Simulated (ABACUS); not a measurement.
Runs of ABACUS 3.10.1 on C. Symmetry: Fd-3m, No. 227, cubic system. The conventional cell has a = 3.567 Å, b = 3.567 Å, c = 3.567 Å, α = 90.00°, β = 90.00°, γ = 90.00°. C (site symmetry -43m) is surrounded by 4 C at 1.54 Å. This isn't the form of C at room conditions, which is graphite.

```tsv
task	level	potentials or basis	k mesh	cutoff (eV)	threshold of the eigensolver	path	points for each segment of the path	symmetry key	gap on the mesh (eV)	pressure (GPa)	V0 of scaled cells (Å³/atom)	B0 (GPa)
single point	BP86	PseudoDojo NC SR 0.4.1 PBE standard, plane waves	10 × 10 × 10	1116	-	-	-	1	(a)	5.3	-	-
single point	WC	GBRV ultrasoft 1.5 PBEsol, plane waves	10 × 10 × 10	544	-	-	-	1	(c)	-4.3	-	-
equation of state	BP86	PseudoDojo NC SR 0.4.1 PBE standard, plane waves	10 × 10 × 10	1116	-	-	-	1	-	-	5.75	425
equation of state	WC	GBRV ultrasoft 1.5 PBEsol, plane waves	10 × 10 × 10	544	-	-	-	1	-	-	(b)	449
```

Alike in all rows: no spin polarisation; cell as given; smearing fermi-dirac 0.05 eV.

Problem. Fill in the values left out.

Solution. (a) 4.28; (b) 5.62; (c) 4.09.

Caveats: the potentials were made for another functional, which shifts forces and pressure.

A k mesh can miss the band edges.

Runs at the PBE level aren't shown here.
